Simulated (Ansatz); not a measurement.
Start from LaAlO3 (space group R-3c, No. 167; a = 5.3529 Å, c = 13.0480 Å (hexagonal axes)).

Level of theory: PBEsol (Ansatz, an electronic-structure program; PAW; 420 eV plane waves; spin-orbit coupling left out), earlier PAW set.

Before the change:

```
Item               Result
---------------  --------
Band gap          3.94 eV
Volume per atom  10.79 Å³
```

Modification: cell and atoms relaxed at a pressure of 60 GPa.

Problem. What happens to the band gap?

Solution. The band gap decreases by 0.37 eV to 3.57 eV.

Problem. What happens to the gap character?

Solution. The gap character amounts to direct at Γ.

Problem. Estimate the effect on the volume per atom.

Solution. The volume per atom shrinks by 1.94 Å³ to 8.85 Å³.

Load acts through the strain it causes; cell and atoms are relaxed under it. Whether these cells are dynamically stable was not tested. No other phases were tried under pressure. Labels are those of the standard path for the cell's own space group.
